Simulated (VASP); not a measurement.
TiO2: single point with PBEsol

The system is TiO2.

```
Ti O
1.0
     2.72840   -2.72903    0.00000
     2.72840    2.72903    0.00000
    -2.65530    0.00000    4.83628
Ti O
2 4
Direct
  0.13411 0.86589 0.25000
  0.86589 0.13411 0.75000
  0.33122 0.08876 0.66715
  0.66878 0.91124 0.33285
  0.91124 0.66878 0.83285
  0.08876 0.33122 0.16715
```

The cell is a database's computed one.

```json
{"Program": "VASP 6.6.1", "Task": "single point", "Functional": "PBEsol", "Potentials or basis": "VASP PAW PBE potentials, release 64 (Ti_sv, O)", "Cutoff": "520 eV", "k mesh": "5 × 5 × 4", "Occupations": "gaussian, width 0.01 eV", "Spin": "no spin polarisation"}
```

| Quantity | Value |
| --- | --- |
| Pressure | -11.4 GPa |
| Largest force | 0.350 eV/Å |
| Band gap on the k mesh | 1.93 eV, indirect (least direct gap 2.28 eV) |

Forces on the atoms (eV/Å):
```
Ti   0.000  0.031  0.000
Ti   0.000 -0.031  0.000
O    0.027 -0.062 -0.343
O   -0.027  0.062  0.343
O   -0.027 -0.062  0.343
O    0.027  0.062 -0.343
```

Stress tensor (GPa, compression positive):
```
-11.41   0.00  -0.53
  0.00 -11.44   0.00
 -0.53   0.00 -11.39
```

Levels at points of the mesh, in eV from the valence-band top:
```
           k point  band 20  band 21  band 22  band 23  band 24  band 25  band 26  band 27  band 28  band 29
(0.00, 0.00, 0.00)    -0.83    -0.81    -0.75    -0.45    -0.44     1.93     2.63     3.62     3.63     3.69
(0.00, 0.00, 0.50)    -1.34    -1.27    -1.27    -0.15    -0.15     2.27     2.27     3.46     3.46     3.89
```

Wall time 82 s on 1 thread of Intel(R) Xeon(R) Platinum 8259CL CPU @ 2.50GHz (Skylake/Cascade Lake), on a shared host, peak memory 0.21 GiB.

Caveat: the PAW data sets were made with another functional, which shifts forces and pressure a little; an odd mesh through Γ misses points on the zone boundary, where band edges often lie. As with any semilocal functional, this PBEsol gap is likely too small.
